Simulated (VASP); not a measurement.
# Mg (Fm-3m) in VASP: single point with PBE

Aim: the single point of Mg with PBE.

All numbers are computed with VASP 6.6.1; they aren't measurements. Logs are shortened: lines on timing, memory, paths and dates and some standing lists are left out, and cuts for length are marked.

## Step 1: The cell of the first run

The structure is cubic, space group Fm-3m (No. 225). Conventional cell: a = 4.489 Å, b = 4.489 Å, c = 4.489 Å, α = 90.00°, β = 90.00°, γ = 90.00°. Around Mg (site symmetry m-3m) lie 12 Mg at 3.17 Å.

This isn't the form of Mg at room conditions, which is hcp.

## Step 2: Single point, PBE (the relaxed cell repeated 16 times, on the trajectory's mesh)

Contents of INCAR:

```
PREC = Accurate ; ENCUT = 520
EDIFF = 1E-6 ; ISMEAR = 0
SIGMA = 0.1 ; LREAL = Auto
LASPH = True ; NELM = 100
ALGO = Fast ; ISIF = 2
LWAVE = False ; LCHARG = False
GGA = PE ; NBANDS = 30
ISYM = 0
```

Contents of KPOINTS:

```
Automatic mesh
0
Gamma
  4 4 4
  0.5 0.5 0.5
```

Contents of POSCAR:

```
Mg
1.0
    4.4885120000     -4.4885120000     -4.4885120000
   -4.4885120000     -4.4885120000      4.4885120000
   -4.4885120000      4.4885120000     -4.4885120000
Mg
16
Direct
    0.7500000000      0.0000000000      0.2500000000
    0.7500000000      0.2500000000      0.0000000000
    0.7500000000      0.5000000000      0.7500000000
    0.5000000000      0.0000000000      0.5000000000
    0.7500000000      0.7500000000      0.5000000000
    0.5000000000      0.2500000000      0.2500000000
    0.5000000000      0.5000000000      0.0000000000
    0.2500000000      0.0000000000      0.7500000000
    0.5000000000      0.7500000000      0.7500000000
    0.2500000000      0.2500000000      0.5000000000
    0.2500000000      0.5000000000      0.2500000000
    0.0000000000      0.0000000000      0.0000000000
    0.2500000000      0.7500000000      0.0000000000
    0.0000000000      0.2500000000      0.7500000000
    0.0000000000      0.5000000000      0.5000000000
    0.0000000000      0.7500000000      0.2500000000
```

Potentials or basis: VASP PAW PBE potentials, release 64 (Mg).

Launch:

```
$ cat potpaw_PBE.64/Mg/POTCAR > POTCAR
$ mpirun -np 1 vasp_std > vasp.out
```

OUTCAR:

```text
PREC = Accurate
   ENCUT = 520
   EDIFF = 1E-6
   ISMEAR = 0
   LREAL = Auto
   LASPH = True
   NELM = 100
   ISIF = 2
   GGA = PE
   ISYM = 0

 ion  position               nearest neighbor table
   1  0.750  0.000  0.250-   2 3.17   4 3.17   5 3.17   6 3.17  10 3.17  12 3.17  14 3.17  15 3.17
                            16 3.17   9 3.17   7 3.17  13 3.17
   2  0.750  0.250  0.000-   1 3.17   3 3.17   6 3.17   7 3.17  11 3.17  12 3.17  14 3.17  15 3.17
                            16 3.17   4 3.17   9 3.17   8 3.17
   3  0.750  0.500  0.750-   2 3.17   5 3.17   7 3.17   9 3.17  12 3.17  13 3.17  14 3.17  15 3.17
                            16 3.17   6 3.17   4 3.17  10 3.17
   4  0.500  0.000  0.500-   1 3.17   2 3.17   3 3.17   5 3.17   6 3.17   8 3.17   9 3.17  10 3.17
                            14 3.17  13 3.17  11 3.17  16 3.17
   5  0.750  0.750  0.500-   1 3.17   3 3.17   4 3.17   8 3.17   9 3.17  12 3.17  14 3.17  15 3.17
                            16 3.17   7 3.17   6 3.17  11 3.17
   6  0.500  0.250  0.250-   1 3.17   2 3.17   3 3.17   4 3.17   5 3.17   7 3.17  10 3.17  11 3.17
                            15 3.17   8 3.17  13 3.17  12 3.17
   7  0.500  0.500  0.000-   1 3.17   2 3.17   3 3.17   5 3.17   6 3.17   9 3.17  11 3.17  13 3.17
                            16 3.17  10 3.17   8 3.17  14 3.17
   8  0.250  0.000  0.750-   2 3.17   4 3.17   6 3.17   7 3.17   9 3.17  10 3.17  12 3.17  13 3.17
                            14 3.17  16 3.17  15 3.17   5 3.17
   9  0.500  0.750  0.750-   1 3.17   2 3.17   3 3.17   4 3.17   5 3.17   7 3.17   8 3.17  12 3.17
                            13 3.17  11 3.17  10 3.17  15 3.17
  10  0.250  0.250  0.500-   3 3.17   4 3.17   6 3.17   7 3.17   8 3.17   9 3.17  11 3.17  14 3.17
                            15 3.17  12 3.17  16 3.17   1 3.17
  11  0.250  0.500  0.250-   4 3.17   5 3.17   6 3.17   7 3.17   9 3.17  10 3.17  13 3.17  15 3.17
                            16 3.17  14 3.17  12 3.17   2 3.17
  12  0.000  0.000  0.000-   1 3.17   2 3.17   6 3.17   8 3.17  10 3.17  11 3.17  13 3.17  14 3.17
                            16 3.17   5 3.17   3 3.17   9 3.17
  13  0.250  0.750  0.000-   1 3.17   4 3.17   6 3.17   7 3.17   8 3.17   9 3.17  11 3.17  12 3.17
                            16 3.17  15 3.17  14 3.17   3 3.17
  14  0.000  0.250  0.750-   2 3.17   3 3.17   7 3.17   8 3.17  10 3.17  11 3.17  12 3.17  13 3.17
                            15 3.17   1 3.17   5 3.17   4 3.17
  15  0.000  0.500  0.500-   3 3.17   5 3.17   8 3.17   9 3.17  10 3.17  11 3.17  13 3.17  14 3.17
                            16 3.17   2 3.17   1 3.17   6 3.17
  16  0.000  0.750  0.250-   1 3.17   4 3.17   5 3.17   8 3.17  10 3.17  11 3.17  12 3.17  13 3.17
                            15 3.17   3 3.17   2 3.17   7 3.17

IMPORTANT INFORMATION: All symmetrisations will be switched off!
NOSYMM: (Re-)initialisation of all symmetry stuff for point group C_1.

----------------------------------------------------------------------------------------

                                     Primitive cell

  volume of cell :     361.7155

  direct lattice vectors                    reciprocal lattice vectors
     4.488512000 -4.488512000 -4.488512000     0.000000000 -0.111395491 -0.111395491
    -4.488512000 -4.488512000  4.488512000    -0.111395491 -0.111395491  0.000000000
    -4.488512000  4.488512000 -4.488512000    -0.111395491  0.000000000 -0.111395491

  length of vectors
     7.774330834  7.774330834  7.774330834     0.157537015  0.157537015  0.157537015

  position of ions in fractional coordinates (direct lattice)
     0.750000000  0.000000000  0.250000000
     0.750000000  0.250000000  0.000000000
     0.750000000  0.500000000  0.750000000
     0.500000000  0.000000000  0.500000000
     0.750000000  0.750000000  0.500000000
     0.500000000  0.250000000  0.250000000
[... 8 lines left out ...]
     0.000000000  0.500000000  0.500000000
     0.000000000  0.750000000  0.250000000

  ion indices of the primitive-cell ions
   primitive index   ion index
                 1           1
                 2           2
                 3           3
                 4           4
                 5           5
                 6           6
[... 8 lines left out ...]
                15          15
                16          16

----------------------------------------------------------------------------------------

 KPOINTS: Automatic mesh

Automatic generation of k-mesh.
 Grid dimensions read from file:
 generate k-points for:    4    4    4

 Generating k-lattice:

  Cartesian coordinates                     Fractional coordinates (reciprocal lattice)
     0.000000000 -0.027848873 -0.027848873     0.250000000  0.000000000  0.000000000
    -0.027848873 -0.027848873  0.000000000     0.000000000  0.250000000  0.000000000
    -0.027848873  0.000000000 -0.027848873     0.000000000  0.000000000  0.250000000

  Length of vectors
     0.039384254  0.039384254  0.039384254

  Shift w.r.t. Gamma in fractional coordinates (k-lattice)
     0.500000000  0.500000000  0.500000000

 Subroutine IBZKPT returns following result:
 ===========================================

 Found     32 irreducible k-points:

 Following reciprocal coordinates:
            Coordinates               Weight
  0.125000  0.125000  0.125000      2.000000
  0.375000 -0.125000 -0.125000      2.000000
  0.125000  0.125000 -0.375000      2.000000
 -0.125000  0.375000 -0.125000      2.000000
  0.375000  0.125000  0.125000      2.000000
  0.125000  0.375000  0.125000      2.000000
[... 16 lines left out ...]
  0.375000  0.125000 -0.125000      2.000000
 -0.125000  0.125000  0.375000      2.000000
 [... further k-points ...]
   k-points           NKPTS =     32   k-points in BZ     NKDIM =     32   number of bands    NBANDS=     30
   number of dos      NEDOS =    301   number of ions     NIONS =     16
   total plane-waves  NPLWV = 216000
   dimension x,y,z NGX =    60 NGY =   60 NGZ =   60
   dimension x,y,z NGXF=   120 NGYF=  120 NGZF=  120
   ions per type =              16
   NGX,Y,Z   is equivalent  to a cutoff of  12.83, 12.83, 12.83 a.u.
   NGXF,Y,Z  is equivalent  to a cutoff of  25.66, 25.66, 25.66 a.u.
 SYSTEM =  unknown system
   PREC   = accura    normal or accurate (medium, high low for compatibility)
   ISTART =      0    job   : 0-new  1-cont  2-samecut
   ICHARG =      2    charge: 1-file 2-atom 10-const
   ISPIN  =      1    spin polarized calculation?
   LNONCOLLINEAR =      F non collinear calculations
   LSORBIT =      F    spin-orbit coupling
   LASPH  =      T    aspherical Exc in radial PAW
   ENCUT  =  520.0 eV  38.22 Ry    6.18 a.u.  14.46 14.46 14.46*2*pi/ulx,y,z
   NELM   =    100;   NELMIN=  2; NELMDL= -5     # of ELM steps
   EDIFF  = 0.1E-05   stopping-criterion for ELM
   LREAL  =      T    real-space projection
   EDIFFG = 0.1E-04   stopping-criterion for IOM
   NSW    =      0    number of steps for IOM
   IBRION =     -1    ionic relax: 0-MD 1-quasi-New 2-CG
   NFREE  =      0    steps in history (QN), initial steepest desc. (CG)
   ISIF   =      2    stress and relaxation
   ISYM   =      0    0-nonsym 1-usesym 2-fastsym
   POTIM  = 0.5000    time-step for ionic-motion
   TEBEG  =    0.0;   TEEND  =   0.0 temperature during run
   PSTRESS=    0.0 pullay stress
   NELECT =      32.0000    total number of electrons
   NUPDOWN=      -1.0000    fix difference up-down
   EMIN   =  10.00;   EMAX   =-10.00  energy-range for DOS
   EFERMI =   0.00;   METHOD = LEGACY
   ISMEAR =     0;   SIGMA  =   0.10  broadening in eV -4-tet -1-fermi 0-gaus
   EFERMI_NEDOS =   21; number of points for ismear=-14 and -15
   IALGO  =     68    algorithm
   IMIX   =      4    mixing-type and parameters
     AMIX     =   0.40;   BMIX     =  1.00
     AMIX_MAG =   1.60;   BMIX_MAG =  1.00
  volume/ion in A,a.u.               =      22.61       152.56
  Fermi-wavevector in a.u.,A,eV,Ry     =   0.729462  1.378483  7.239854  0.532114
  Thomas-Fermi vector in A             =   1.821189
   LORBIT       =      0    0 simple, 1 ext, 2 COOP (PROOUT), +10 PAW based schemes
   GGA     = PE    functional components
   LHFCALC =     F    Hartree Fock is set to
   AEXX    =    0.0000 exact exchange contribution
   IVDW    =     0    specifies the selected vdW correction
   LEPSILON=     F    determine dielectric tensor
   LRPA    =     F    only Hartree local field effects (RPA)
 non-spin polarized calculation
 RMM-DIIS sequential band-by-band and
 Gauss-broadening in eV      SIGMA  =   0.10
  energy-cutoff  :      520.00
  volume of cell :      361.72
 maximum number of plane-waves:      9789
 NGX is ok and might be reduce to    60
   NGX = 29   NGY = 29   NGZ = 29

 number of electron      32.0000000 magnetization

 Free energy of the ion-electron system (eV)
  ---------------------------------------------------
  ext. energy  EPLUGINS =         0.00000000
  ---------------------------------------------------
  free energy    TOTEN  =       -23.79860867 eV

  energy without entropy =      -23.73732949  energy(sigma->0) =      -23.76796908

 E-fermi :   2.6323     XC(G=0):  -8.5393

 val. band max:        2.5825013850   @ k =  -0.1250   0.1250   0.1250
 cond. band min:       2.6531835518   @ k =   0.1250  -0.3750  -0.1250
 fundamental gap:      0.0706821667
 Fermi energy:         2.6322596863

 k-point     1 :       0.1250    0.1250    0.1250
  band No.  band energies     occupation
      1      -3.9343      2.00000
      2      -2.0860      2.00000
      3      -2.0860      2.00000
      4      -2.0860      2.00000
      5      -0.2754      2.00000
      6      -0.2754      2.00000
[... 20 lines left out ...]
     27       5.1019      0.00000
     28       5.1019      0.00000

 k-point     2 :       0.3750   -0.1250   -0.1250
  band No.  band energies     occupation
      1      -3.9343      2.00000
      2      -2.0860      2.00000
      3      -2.0860      2.00000
      4      -2.0860      2.00000
      5      -0.2754      2.00000
      6      -0.2754      2.00000
[... 674 lines left out ...]
 k-point    24 :      -0.1250    0.1250    0.3750
  band No.  band energies     occupation
      1      -3.7013      2.00000
      2      -2.7749      2.00000
      3      -1.8576      2.00000
      4      -1.8576      2.00000
      5      -0.9498      2.00000
      6      -0.9497      2.00000
[... 20 lines left out ...]
     27       5.3379      0.00000
     28       5.5274      0.00000

 [... further k-points ...]

 [bands above 28 left out]

------------------------ aborting loop because EDIFF is reached ----------------------------------------

  FORCE on cell =-STRESS in cart. coord.  units (eV):
  Direction    XX          YY          ZZ          XY          YZ          ZX
  --------------------------------------------------------------------------------------
  -------------------------------------------------------------------------------------
  Total        1.7076649      1.7076647      1.7076692     -0.0000118      0.0000093     -0.0000000
  in kB        7.5639051      7.5639040      7.5639242     -0.0000523      0.0000411     -0.0000000
  external PRESSURE =       7.5639111 kB  Pullay stress =       0.0000000 kB

 VOLUME and BASIS-vectors are now :
 -----------------------------------------------------------------------------
  energy-cutoff  :      520.00
  volume of cell :      361.72
      direct lattice vectors                 reciprocal lattice vectors
     4.488512000 -4.488512000 -4.488512000     0.000000000 -0.111395491 -0.111395491
    -4.488512000 -4.488512000  4.488512000    -0.111395491 -0.111395491  0.000000000
    -4.488512000  4.488512000 -4.488512000    -0.111395491  0.000000000 -0.111395491

 POSITION                                       TOTAL-FORCE (eV/Angst)
 -----------------------------------------------------------------------------------
      2.24426     -2.24426     -4.48851         0.000000     -0.000001      0.000001
      2.24426     -4.48851     -2.24426        -0.000000     -0.000000     -0.000002
     -2.24426     -2.24426     -4.48851        -0.000001     -0.000000      0.000000
      0.00000      0.00000     -4.48851        -0.000000      0.000000      0.000001
     -2.24426     -4.48851     -2.24426         0.000001      0.000000     -0.000000
      0.00000     -2.24426     -2.24426        -0.000000     -0.000000     -0.000000
[... 8 lines left out ...]
     -4.48851      0.00000      0.00000         0.000000      0.000001     -0.000000
     -4.48851     -2.24426      2.24426         0.000001      0.000001      0.000000
 -----------------------------------------------------------------------------------
    total drift:                                0.000000     -0.000000     -0.000000

  FREE ENERGIE OF THE ION-ELECTRON SYSTEM (eV)
  ---------------------------------------------------
  free  energy   TOTEN  =       -23.7986086738 eV

  energy  without entropy=      -23.7373294927  energy(sigma->0) =      -23.76796908
```

Wall time 4 min (1 thread of Intel Xeon Platinum 8488C (Sapphire Rapids), shared host); peak memory 0.58 GiB.

What came out:

| Property | Result |
| --- | --- |
| Free energy | -23.7986 eV |
| Pressure | 0.8 GPa |
| Band gap on the k mesh | none (metal or under the smearing width) |
